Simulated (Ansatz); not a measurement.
Structure types of AlRu compared at 110 GPa

Structure types of AlRu are relaxed in primitive cells with their symmetry kept at 110 GPa, on PAW files; LAPW relaxes the small cells further and takes the PAW cell for the others (marked *). The enthalpy is E + pV at zero temperature, without zero-point motion. Only the types listed were tried, and differences under about 5 meV/atom are mesh noise. The real phase may be another.

Level of theory: DFT with PBE, scalar-relativistic, in Ansatz 0.2.0; Fermi–Dirac smearing of 0.08 eV, no spin polarisation. LAPW: all electrons, basis error target 0.5 meV/atom; PAW: frozen-core files, cutoff 420 eV.

k meshes: rocksalt 15×15×15, CsCl 15×15×15, WC 15×15×13, NiAs 11×11×6, zincblende 13×13×13.

Q: Which type is lowest in enthalpy, and by how much?

A: CsCl, 441 meV/atom below distorted WC. The whole table:

```json
{"start type": "rocksalt", "ends as": "rocksalt, Fm-3m", "a, b, c (Å)": "4.419, 4.419, 4.419", "V (Å³/atom)": "10.79", "H − H(lowest), LAPW (meV/atom)": "1499.3", "same, PAW": "1500.4"}
{"start type": "CsCl", "ends as": "CsCl, Pm-3m", "a, b, c (Å)": "2.728, 2.728, 2.728", "V (Å³/atom)": "10.15", "H − H(lowest), LAPW (meV/atom)": "0.0", "same, PAW": "0.0"}
{"start type": "WC", "ends as": "distorted WC, P-6m2", "a, b, c (Å)": "2.591, 2.591, 3.598", "V (Å³/atom)": "10.46", "H − H(lowest), LAPW (meV/atom)": "441.1", "same, PAW": "441.6"}
{"start type": "NiAs*", "ends as": "distorted NiAs, P6_3/mmc", "a, b, c (Å)": "2.598, 2.598, 7.163", "V (Å³/atom)": "10.47", "H − H(lowest), LAPW (meV/atom)": "448.0", "same, PAW": "448.4"}
{"start type": "zincblende", "ends as": "zincblende, F-43m", "a, b, c (Å)": "4.659, 4.659, 4.659", "V (Å³/atom)": "12.64", "H − H(lowest), LAPW (meV/atom)": "4389.0", "same, PAW": "4397.4"}
```

Q: Split the lead of CsCl over distorted WC into energy and pV.

A: For distorted WC less CsCl: ΔE = +226.8 meV/atom, and p·ΔV = 110 GPa × +0.3121 Å³ × 6.242 meV/(GPa·Å³) = +214.3 meV/atom, together 441.1 meV/atom. CsCl wins on both counts.
